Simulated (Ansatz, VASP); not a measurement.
AlO3 in VASP and in Ansatz

File INCAR:

```
PREC = Accurate
ENCUT = 520
EDIFF = 1E-7
ISMEAR = 0
SIGMA = 0.1
LREAL = False
LASPH = True
NELM = 80
ALGO = Normal
ISIF = 2
LWAVE = False
LCHARG = False
GGA = PE
NBANDS = 31
```

KPOINTS

```
regular mesh
0
Gamma
  4 4 4
```

The input POSCAR:

```
AlO3
1.0
    2.6870057700      1.5513435000      4.3878620500
   -2.6870057700      1.5513435000      4.3878620500
    0.0000000000     -3.1026870100      4.3878620500
Al O
2 6
Direct
    0.5000000000      0.5000000000      0.5000000000
    0.0000000000      0.0000000000      0.0000000000
    0.8072761400      0.2500000000      0.6927238600
    0.6927238600      0.8072761400      0.2500000000
    0.2500000000      0.6927238600      0.8072761400
    0.1927238600      0.7500000000      0.3072761400
    0.3072761400      0.1927238600      0.7500000000
    0.7500000000      0.3072761400      0.1927238600
```

Input for Ansatz:

```yaml
crystal:
  lattice:
    - [2.68700577, 1.5513435, 4.38786205]
    - [-2.68700577, 1.5513435, 4.38786205]
    - [0.0, -3.10268701, 4.38786205]
  atoms:
    - { symbol: Al, position: [0.5, 0.5, 0.5] }
    - { symbol: Al, position: [0.0, 0.0, 0.0] }
    - { symbol: O, position: [0.80727614, 0.25, 0.69272386] }
    - { symbol: O, position: [0.69272386, 0.80727614, 0.25] }
    - { symbol: O, position: [0.25, 0.69272386, 0.80727614] }
    - { symbol: O, position: [0.19272386, 0.75, 0.30727614] }
    - { symbol: O, position: [0.30727614, 0.19272386, 0.75] }
    - { symbol: O, position: [0.75, 0.30727614, 0.19272386] }
basis:
  ecutwfc: 420
kpoints:
  mp_grid: { grid: [4, 4, 4] }
hamiltonian:
  xc: pbe
scf:
  occupations: { method: gaussian, width: 0.1 }
  lower_state_search: "off"
output:
  forces: true
  stress: true
  eigenvalues: true
```

Alike in both runs: task single point; functional PBE; k mesh 4 × 4 × 4; occupations gaussian, width 0.1 eV; no spin polarisation.

|  | VASP | Ansatz |
| --- | --- | --- |
| version | VASP 6.6.1 | Ansatz 0.2.0 |
| potentials or method | VASP PAW PBE potentials, release 64 (Al, O) | scalar-relativistic, plane waves, PAW |
| plane-wave cutoff (eV) | 520 | 420 |
| valence electrons in the cell | 42 | 42 |

```tsv
	VASP	Ansatz	Ansatz less VASP
gap on the k mesh at the Fermi level (eV)	none	none	-
pressure (GPa)	-12.6	-12.4	+0.22
largest component of the traceless stress (GPa)	0.27	0.27	+0.005
rms of the force components (eV/Å)	0.304	0.302	-0.0019
```

Atom by atom the forces differ by 0.002 eV/Å (rms over components). A gap of «none» marks a metal or a gap that the smearing closes. With one functional, cell and mesh, what is left measures potentials, basis and numerics.
